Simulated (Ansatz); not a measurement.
Crystal: Ga.

```
Ga
1.0
     1.38300   -4.02650    0.00000
     1.38300    4.02650    0.00000
    -0.11745    0.00000    3.32993
Ga
2
Direct
  0.13100 0.86900 0.75000
  0.86900 0.13100 0.25000
```

This isn't the form of Ga at room conditions, which is orthorhombic.

Program: Ansatz 0.2.0. Alike in all runs: task band structure; potentials or basis all-electron LAPW, scalar-relativistic; no spin polarisation; cell as given; k mesh 10 × 10 × 8; cutoff (eV) 256; smearing fermi-dirac 0.05 eV; basis error allowed 0.001 eV/atom.

Question: Order these runs on this cell by their pressure, lowest first.
A. level PBEsol
B. level LDA
C. level PBE

Answer: B (-3.9 GPa), A (-1.9 GPa), C (1.7 GPa).
